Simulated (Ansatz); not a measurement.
Start from LaAlO3 (space group R-3c, No. 167; a = 5.353 Å, c = 13.048 Å (hexagonal axes)).

All numbers come from PBEsol (Ansatz, a quantum-chemistry and plane-wave program; PAW; 420 eV plane waves; no spin-orbit coupling), earlier PAW set.

Before the change:

```
Property           Result
---------------  --------
Volume per atom  10.79 Å³
Band gap          3.94 eV
```

Modification: a hydrostatic pressure of 45 GPa.

Task: Estimate the effect on the volume per atom.

Result: The volume per atom falls by 1.61 Å³ to 9.18 Å³.

Task: How does this affect the gap character?

Result: The gap character comes out as direct at Γ.

Task: What does the calculation give for the band gap after the change?

Result: The band gap falls by 0.36 eV, from 3.94 eV to 3.58 eV.

Load acts through the strain it causes; cell and atoms are relaxed under it. Whether these cells are dynamically stable was not tested. Competing high-pressure phases were not computed. Labels are those of the standard path for the cell's own space group.
